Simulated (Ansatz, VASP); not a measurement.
**Two plane-wave programs on KF (Carobbiite)**

```
K F
1.0
     0.00000    2.59634    2.59634
     2.59634    0.00000    2.59634
     2.59634    2.59634    0.00000
K F
1 1
Cartesian
  0.0000 0.0000 0.0000
  2.5963 2.5963 2.5963
```

Alike in both runs: task single point; functional PBE; k mesh 8 × 8 × 8; occupations gaussian, width 0.02 eV; no spin polarisation.

|  | VASP | Ansatz |
| --- | --- | --- |
| version | VASP 6.6.1 | Ansatz 0.2.0 |
| potentials or method | VASP PAW PBE potentials, release 64 (K_sv, F) | scalar-relativistic, plane waves, PAW |
| plane-wave cutoff (eV) | 520 | 420 |
| valence electrons in the cell | 16 | 16 |

```tsv
	VASP	Ansatz	Ansatz less VASP
gap on the k mesh at the Fermi level (eV)	6.64	6.66	+0.019
least direct gap on the mesh (eV)	6.64	6.66	+0.019
pressure (GPa)	5.2	5.1	-0.14
```

A k mesh can miss the band edges. PBE gaps usually lie below the measured ones, often by a third to a half.
